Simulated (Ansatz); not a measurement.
**HfO2: band structure with BLYP**

The system is HfO2.

```
Hf O
1.0
     0.00000    2.55750    2.55750
     2.55750    0.00000    2.55750
     2.55750    2.55750    0.00000
Hf O
1 2
Cartesian
  0.0000 0.0000 0.0000
  3.8363 3.8363 3.8363
  1.2788 1.2788 1.2788
```

Measurements of this composition are mostly on another form, of space group No. 14.

| Property | Result |
| --- | --- |
| Program | Ansatz 0.2.0 |
| Task | band structure |
| Functional | BLYP |
| Potentials or basis | Ansatz PAW |
| Cutoff | 420 eV (not typed: the program's choice for these potentials) |
| k mesh | 9 × 9 × 9 |
| Occupations | fermi-dirac, width 0.05 eV |
| Spin | no spin polarisation |
| Path | [["G", "X", "W", "K", "G", "L", "U", "W", "L", "K"], ["U", "X"]] |
| Points for each segment of the path | 14 |

| Quantity | Value |
| --- | --- |
| Pressure | 4.0 GPa |
| Band gap on the k mesh | 3.89 eV, indirect (least direct gap 4.00 eV) |
| Band gap along the path | 3.79 eV, direct |

Levels at the corners of the path, in eV from the valence-band top:
```csv
point,band 15,band 16,band 17,band 18,band 19,band 20,band 21,band 22,band 23,band 24
Γ,-5.16,-5.16,-0.59,-0.59,-0.59,3.84,3.84,5.86,10.05,10.05
X,-3.34,-3.34,-1.52,-1.52,0.00,3.79,5.34,6.43,7.91,7.91
W,-4.87,-2.49,-2.49,-1.39,-0.20,4.75,5.02,6.88,6.88,8.05
K,-3.88,-3.23,-2.18,-1.31,-0.33,4.28,5.27,6.72,7.31,8.17
Γ,-5.16,-5.16,-0.59,-0.59,-0.59,3.84,3.84,5.86,10.05,10.05
L,-4.16,-3.00,-2.59,-1.77,-1.77,4.51,4.51,6.76,9.06,9.06
U,-3.88,-3.23,-2.18,-1.31,-0.33,4.28,5.27,6.72,7.31,8.17
W,-4.87,-2.49,-2.49,-1.39,-0.20,4.75,5.02,6.88,6.88,8.05
L,-4.16,-3.00,-2.59,-1.77,-1.77,4.51,4.51,6.76,9.06,9.06
K,-3.88,-3.23,-2.18,-1.31,-0.33,4.28,5.27,6.72,7.31,8.17
U,-3.88,-3.23,-2.18,-1.31,-0.33,4.28,5.27,6.72,7.31,8.17
X,-3.34,-3.34,-1.52,-1.52,0.00,3.79,5.34,6.43,7.91,7.91
```

Run time: 1.9 s on 2 threads of AMD EPYC 7B13 (Zen 3), with other jobs on the host, peak memory 0.39 GiB.

Caveat: the k mesh misses the band edges, so the gap on the mesh is wider than the one along the path; the pressure holds a Pulay correction of +1.0 GPa for the finite cutoff; spin-orbit coupling is left out, which moves the levels of the heavy elements; the PAW data sets come from PBE, with cores solved anew for the run's functional, which leaves a small shift of forces and pressure.
